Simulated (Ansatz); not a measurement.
# Barrier of one jump, H in TiC

The calculation used Ansatz 0.2.0, DFT PBE, scalar-relativistic, plane waves, PAW. (420 eV cutoff, 5×5×5 k-mesh, Gaussian smearing of 0.10 eV, no spin polarisation)

In a supercell of 16 host sites, interstitial H hops to an equivalent place, moving 2.17 Å between the relaxed ends. Climbing-image nudged elastic band at fixed cell with images 0 (start) to 6 (end), the path measured over all atoms, converged to 0.05 eV/Å; the order of the saddle wasn't checked, and the small cell leaves errors of about a tenth of an eV. Zero-point motion and tunnelling, which matter for H, are left out.

Command:

```bash
ansatz run input.yaml --threads 4 --pin off --max-ram 10240MiB --backend cpu --events-out ev --progress --plain --runs-dir out
```

Input:

```yaml
crystal:
  lattice:
    - [0.0, 4.3327798708, -4.3327798708]
    - [-4.3327798708, 0.0, -4.3327798708]
    - [-4.3327798708, 4.3327798708, 0.0]
  atoms:
    - { symbol: Ti, position: [-0.0021424904, 0.4979854743, -0.0021343103] }
    - { symbol: Ti, position: [0.505539559, 0.4979107851, -0.0021374917] }
    - { symbol: Ti, position: [-0.0020162974, 0.0051314197, -0.0020085458] }
    - { symbol: Ti, position: [0.5001872083, 0.000396383, -0.0017596874] }
    - { symbol: Ti, position: [-0.0021413561, 0.4979155895, 0.5055336608] }
    - { symbol: Ti, position: [0.5001295106, 0.4986812282, 0.5001335618] }
    - { symbol: Ti, position: [-0.0017534034, 0.0003929465, 0.5001875596] }
    - { symbol: Ti, position: [0.500121996, 0.0002676068, 0.5001257908] }
    - { symbol: C, position: [0.7463830355, 0.7509420115, 0.2508513108] }
    - { symbol: C, position: [0.2509014557, 0.750911781, 0.2508987577] }
    - { symbol: C, position: [0.7500011584, 0.2499613669, 0.2491711039] }
    - { symbol: C, position: [0.2508113686, 0.2466763709, 0.2508089873] }
    - { symbol: C, position: [0.7499630503, 0.7491738198, 0.7499613373] }
    - { symbol: C, position: [0.2508501338, 0.7509393266, 0.7463900101] }
    - { symbol: C, position: [0.7499988416, 0.2500350823, 0.7499973705] }
    - { symbol: C, position: [0.249162879, 0.2499649177, 0.7500026295] }
    - { symbol: H, position: [0.1253362163, 0.6235746168, 0.1253522719] }
basis:
  ecutwfc: 420
  xc_grid: 2
kpoints:
  mp_grid: { grid: [5, 5, 5], shift: [0.0, 0.0, 0.0] }
hamiltonian:
  xc: pbe
scf:
  occupations: { method: gaussian, width: 0.1 }
output:
  forces: true
neb:
  images: 5
  f_tol: 0.05
  max_iterations: 70
  order_check: false
  final_atoms:
    - { symbol: Ti, position: [0.0017596874, 0.4988239039, -0.000396383] }
    - { symbol: Ti, position: [0.4998124404, 0.4988271027, -0.0003929465] }
    - { symbol: Ti, position: [0.0020085458, 0.0011065765, -0.0051314197] }
    - { symbol: Ti, position: [0.4998742092, 0.0005153936, -0.0002676068] }
    - { symbol: Ti, position: [0.0021343103, 0.4937086736, 0.5020145257] }
    - { symbol: Ti, position: [0.4998664382, 0.4989443006, 0.5013187718] }
    - { symbol: Ti, position: [0.0021374917, 0.0013128524, 0.5020892149] }
    - { symbol: Ti, position: [0.4944663392, 0.0013078942, 0.5020844105] }
    - { symbol: C, position: [0.7491486892, 0.7481763578, 0.2490579885] }
    - { symbol: C, position: [0.2536099899, 0.7481794706, 0.2490606734] }
    - { symbol: C, position: [0.7491012423, 0.2527119944, 0.249088219] }
    - { symbol: C, position: [0.2500386627, 0.2490982073, 0.2508261802] }
    - { symbol: C, position: [0.7491910127, 0.7482967268, 0.7533236291] }
    - { symbol: C, position: [0.2500026295, 0.7500312943, 0.7499649177] }
    - { symbol: C, position: [0.7508288961, 0.2491336293, 0.7500386331] }
    - { symbol: C, position: [0.2499973705, 0.2491304262, 0.7500350823] }
    - { symbol: H, position: [-0.1253522719, 0.8742631051, 0.3764253832] }
```

Course of the band:

```csv
iteration,largest band force (eV/Å),climbing image,energies over image 0 (eV)
1,2.293,none,0.000 0.152 0.495 0.686 0.494 0.151 0.000
2,0.333,3,0.000 0.094 0.262 0.353 0.261 0.093 0.000
3,0.123,3,0.000 0.075 0.227 0.314 0.227 0.074 0.000
4,0.052,3,0.000 0.072 0.223 0.309 0.223 0.072 0.000
5,0.027,3,0.000 0.072 0.223 0.309 0.223 0.071 0.000
```

Final band:

| image | path (Å) | E − E(0) (eV) | H x (Å) | H y (Å) | H z (Å) | force on H (eV/Å) |
| --- | --- | --- | --- | --- | --- | --- |
| 0 | 0.00 | 0.000 | -3.245 | 1.086 | -3.245 | 0.01 |
| 1 | 0.36 | 0.072 | -3.601 | 1.086 | -3.252 | 0.35 |
| 2 | 0.72 | 0.223 | -3.964 | 1.086 | -3.251 | 0.40 |
| 3 | 1.08 | 0.309 | -4.331 | 1.085 | -3.250 | 0.02 |
| 4 | 1.44 | 0.223 | -4.698 | 1.086 | -3.250 | 0.40 |
| 5 | 1.80 | 0.071 | -5.062 | 1.086 | -3.249 | 0.34 |
| 6 | 2.16 | 0.000 | -5.419 | 1.088 | -3.245 | 0.01 |

Barrier 0.31 eV. Time: 20 min on 4 threads of Intel(R) Xeon(R) Processor @ 2.50GHz (Skylake/Cascade Lake) (shared host), peak memory 3.4 GiB.